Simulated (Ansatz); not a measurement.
## Phonon spectrum of TiTe₂

Level of theory: DFT PBE, scalar-relativistic, plane waves, PAW (Ansatz 0.2.0). Plane waves to 420 eV; Γ-centred k mesh 12×12×8; Fermi-Dirac smearing of 0.15 eV. No spin polarisation. Phonons by linear response, acoustic sum rule imposed.

Equilibrium structure at this level:
```xyz
3
Lattice="3.7665 0.0000 0.0000 -1.8832 3.2618 0.0000 0.0000 0.0000 6.9190" Properties=species:S:1:pos:R:3 pbc="T T T"
Ti    0.0000    0.0000    0.0000
Te    1.8832    1.0873    1.7344
Te    0.0000    2.1746    5.1846
```

It was relaxed at this level from a cell as deposited in COD. In a metal, frequencies and elastic constants depend on the k mesh and the smearing, soft modes and shear constants most. Some empty bands missed the eigensolver's threshold. Spin–orbit coupling is left out, which matters for heavy elements. The q mesh is coarse, so values between its points are rough. No dispersion correction is applied, so modes and constants that involve weak contacts between layers, chains or molecules come out too soft.

Force constants from linear response on a 2×2×1 q mesh.

(1) Is the structure dynamically stable on the q mesh?

(2) Give the frequencies (cm⁻¹) at the zone-boundary points of high symmetry (interpolated where a point lies off the q mesh).

## Answers

(1) Yes, on this mesh: no mode is imaginary.

(2)
```
point                  q                       frequencies
    M  0.500 0.000 0.000  82 83 92 100 117 125 132 196 244
    K  0.333 0.333 0.000  84 90 90 112 112 115 198 198 200
    A  0.000 0.000 0.500    62 62 64 64 80 102 165 165 258
    L  0.500 0.000 0.500  85 87 94 103 114 122 127 198 244
    H  0.333 0.333 0.500  85 85 88 112 117 117 198 198 200
```
